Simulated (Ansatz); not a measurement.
## Al2Ru: a film clamped to a substrate

Computed with Ansatz, DFT PBEsol, scalar-relativistic, plane waves, PAW. Settings: plane waves to 420 eV, k-mesh 22×22×22 (Γ-centred), Gaussian smearing 0.15 eV. No spin polarisation. Energies are free energies at this smearing, counted from the undisturbed cell; pressure is positive in compression.

Reference structure (relaxed at this level; it needn't be the usual structure):

```xyz
3
Lattice="-1.5607 1.5607 4.2116 1.5607 -1.5607 4.2116 1.5607 1.5607 -4.2116" Properties=species:S:1:pos:R:3 pbc="T T T"
Al    0.0000    0.0000    5.5515
Al    0.0000    0.0000    2.8716
Ru    0.0000    0.0000    0.0000
```

The cell (3 atoms, V0 = 41.03 Å³) is strained by p along both x and y and by q along z, fractional coordinates fixed. τp = (1/V0) ∂E/∂p = (σxx + σyy)(1 + p)(1 + q) and τq = (1/V0) ∂E/∂q = σzz(1 + p)², with tension positive.

```csv
p,q,ΔE (meV/atom),τp (GPa),τq (GPa)
0.000,0.000,0.00,-0.05,0.05
-0.015,0.000,8.63,-13.71,-3.49
0.015,0.000,7.81,11.99,3.24
0.000,-0.015,3.37,-3.49,-5.42
0.000,0.015,3.23,3.22,4.89
```

Problem. Get the second derivatives of the energy density.

Solution. Central differences give A = ∂τp/∂p = 857 GPa (C11 + C22 + 2 C12), C = ∂τq/∂q = 344 GPa (C33) and the cross term B = ∂τq/∂p = 224 GPa (C13 + C23); ∂τp/∂q = 224 GPa must equal B, and any difference shows higher-order terms. The ions are clamped.

Problem. A film of this crystal grows with z along the normal on a substrate that imposes p. How does its thickness respond, and what does the misfit cost?

Solution. Count p and q from the stress-free cell. A free surface needs τq = 0, so q = −(B/C) p = -0.65 p. The energy density left is (A − B²/C) p²/2 = M p², with the biaxial modulus M = 355 GPa; a misfit of 1 % costs 3.03 meV/atom, against 3.66 meV/atom if the thickness were held.

At p = -0.030 the energies along q are 70.0 (q = -0.030), 49.0 (q = -0.015), 35.8 (q = 0.000), 29.7 (q = 0.015), 29.8 (q = 0.030) meV/atom.

Problem. Does the linear rule hold at this misfit?

Solution. A parabola through the lowest point and its neighbours has its minimum at q = 0.022, 29.0 meV/atom. With the stress left in the starting cell, τp0 and τq0, linear elasticity gives q = −(τq0 + Bp)/C = 0.019 and E = V0(τp0 p + τq0 q + Ap²/2 + Bpq + Cq²/2)/N = 27.5 meV/atom. The two agree within a tenth in energy.

Forces appear on the atoms along this scan, and letting them relax would lower the energy and soften the response. In a metal these slopes depend on the k mesh and the smearing.

Cost: 25 runs of about 8.2 core-minutes in all, on Intel Xeon Platinum 8488C (Sapphire Rapids) (shared hosts).

The film responds to in-plane compression by thickening, but far less than volume conservation would require, so most of the misfit energy remains even with a free surface. This suggests a bonding network that resists both volume change and distortion, as expected when Ru d states hybridise with Al s and p states, rather than a soft metal held together mainly by its electron gas.

Compression costs more than equal tension, both in the plane and along the normal, because short-range repulsion rises faster than bonding weakens on stretching. The same anharmonicity probably explains why linear elasticity underestimates the energy at the larger compressive misfit; a tensile film should accordingly be cheaper to strain than a compressed one.

The in-plane response contains only a sum of elastic constants, so it doesn't establish whether single bonds are stiffer in the plane or along the normal. The cell is of the tetragonal MoSi2 type, whereas Al2Ru is known as an orthorhombic TiSi2-type compound, to which these moduli can't simply be transferred.
